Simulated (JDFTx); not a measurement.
Runs of JDFTx 1.7.0 (patched build) on NaF (Villiaumite). Symmetry: Fm-3m, No. 225, cubic system. Conventional cell: a = 4.640 Å, b = 4.640 Å, c = 4.640 Å, α = 90.00°, β = 90.00°, γ = 90.00°. Na (site symmetry m-3m) is surrounded by 6 F at 2.32 Å. F (site symmetry m-3m) is surrounded by 6 Na at 2.32 Å. 

```csv
task,level,potentials or basis,k mesh,cutoff (eV),max SCF steps,SCF threshold on the energy,solver of the electrons,further solve for the empty bands,band ratio of the Davidson solver,gap on the mesh (eV),pressure (GPa),V0 of scaled cells (Å³/atom),B0 (GPa)
equation of state,PBEsol,PseudoDojo-SR-PBEsol-0.4.1-standard with smoothed tails,10 × 10 × 10,1197,100,1e-09 Ha,scf,-,-,-,-,12.39,49
single point,PBEsol,SG15-PBE-1.2 with smoothed tails,8 × 8 × 8,1361,100,1e-09 Ha,scf,yes,-,6.14,0.2,-,-
single point,PBEsol,PseudoDojo-SR-PBEsol-0.4.1-standard with smoothed tails,10 × 10 × 10,1197,100,1e-09 Ha,scf,yes,-,(a),-0.4,-,-
single point,r2SCAN,SG15-PBE-1.2 with smoothed tails,8 × 8 × 8,1361,100,1e-09 Ha,scf,yes,-,7.16,(b),-,-
single point,LDA,SG15-PBE-1.2 with smoothed tails,8 × 8 × 8,1361,100,1e-09 Ha,scf,yes,-,5.80,-3.8,-,-
equation of state,r2SCAN,SG15-PBE-1.2 with smoothed tails,10 × 10 × 10,1361,100,1e-09 Ha,scf,-,-,-,-,12.30,53
```

Alike in all rows: no spin polarisation; cell as given; smearing fermi-dirac 0.05 eV.

Q: Fill in the values left out.

A: (a) 6.18; (b) -0.8.

Caveats: the potentials were made for another functional, which shifts forces and pressure (some runs).

A k mesh can miss the band edges.

Runs at the PBE level aren't shown here.
